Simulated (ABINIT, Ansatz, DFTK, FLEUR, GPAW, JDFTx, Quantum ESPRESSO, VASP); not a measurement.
# WS2: programs and potentials compared

```xyz
6
Lattice="3.1800 0.0000 0.0000 -1.5900 2.7540 0.0000 0.0000 0.0000 12.5000" Properties=species:S:1:pos:R:3 pbc="T T T"
W     1.5900    0.9180    9.3750
W     0.0000    1.8360    3.1250
S     1.5900    0.9180    4.6875
S     0.0000    1.8360   10.9375
S     1.5900    0.9180    1.5625
S     0.0000    1.8360    7.8125
```

Alike in all runs: task single point; functional PBE; k mesh 10 × 10 × 3; occupations fermi-dirac, width 0.05 eV; no spin polarisation; no spin-orbit coupling. Pressure is positive in compression and, in plane waves, holds the error of the finite cutoff, which Ansatz's Pulay term estimates and takes out.

```
                        program and potentials  plane-wave cutoff (eV)                             notes  pressure (GPa)  largest force (eV/Å)
         Ansatz, Ansatz PAW (earlier soft set)                     420  Pulay term of +0.05 GPa included            2.29                 0.130
           VASP, PBE PAW files S, W_sv, 520 eV                     520                                 -            2.24                 0.132
                    FLEUR, all-electron, FLAPW                       -                                 -               -                 0.147
         JDFTx, PseudoDojo-SR-PBE-0.5-standard                    1007                                 -            2.27                 0.137
  DFTK, PseudoDojo SR PBE 0.4.1 standard (PBE)                    1007                                 -            2.26                 0.134
                      ABINIT, JTH PAW PBE v2.0                     544                                 -            2.31                 0.148
Ansatz, all-electron LAPW, scalar-relativistic                       -                                 -            2.33                 0.133
    GPAW, GPAW PAW data sets (gpaw-data 1.2.1)                     600                                 -            2.28                 0.146
     Quantum ESPRESSO, SSSP 1.3 efficiency PBE                     748                                 -            2.45                 0.160
```

Force on atom 4 (S), eV/Å:

| program and potentials | x | y | z |
| --- | --- | --- | --- |
| Ansatz, Ansatz PAW (earlier soft set) | 0.000 | 0.000 | 0.130 |
| VASP, PBE PAW files S, W_sv, 520 eV | 0.000 | 0.000 | 0.132 |
| FLEUR, all-electron, FLAPW | 0.000 | 0.000 | 0.147 |
| JDFTx, PseudoDojo-SR-PBE-0.5-standard | 0.000 | 0.000 | 0.137 |
| DFTK, PseudoDojo SR PBE 0.4.1 standard (PBE) | 0.000 | 0.000 | 0.134 |
| ABINIT, JTH PAW PBE v2.0 | 0.000 | 0.000 | 0.148 |
| Ansatz, all-electron LAPW, scalar-relativistic | 0.000 | 0.000 | 0.133 |
| GPAW, GPAW PAW data sets (gpaw-data 1.2.1) | 0.000 | 0.000 | 0.146 |
| Quantum ESPRESSO, SSSP 1.3 efficiency PBE | 0.000 | 0.000 | 0.160 |

The pressure spans 2.24 (VASP, PBE PAW files S, W_sv, 520 eV) to 2.45 GPa (Quantum ESPRESSO, SSSP 1.3 efficiency PBE), with all-electron results at 2.33.

The functional is the same throughout but for its coding, so the spread measures potentials, basis and numerics; runs on potential files found faulty are left out.

Every run that reports a pressure finds this 2H cell compressed, and all runs agree that the sulfur atoms are pushed outward, away from their own tungsten plane. Repulsion between neighbouring layers would push them the other way, so the force points to W–S bonds held slightly too short within the trigonal prisms. The positive pressure probably combines this intralayer strain with the weak interlayer attraction in PBE, which lacks long-range dispersion; a scalar pressure can't separate the two.

The two all-electron forces, 0.147 and 0.133 eV/Å, differ by about as much as most of the potential-based results do, so the forces give no fine ranking of the potentials. Quantum ESPRESSO stands apart, with the highest force and the highest pressure. An incomplete plane-wave basis usually lowers the apparent pressure, which suggests that its potentials, rather than its cutoff, are responsible. Close agreement at this one geometry doesn't establish equal lattice constants or elastic stiffness, least of all along the soft stacking direction.
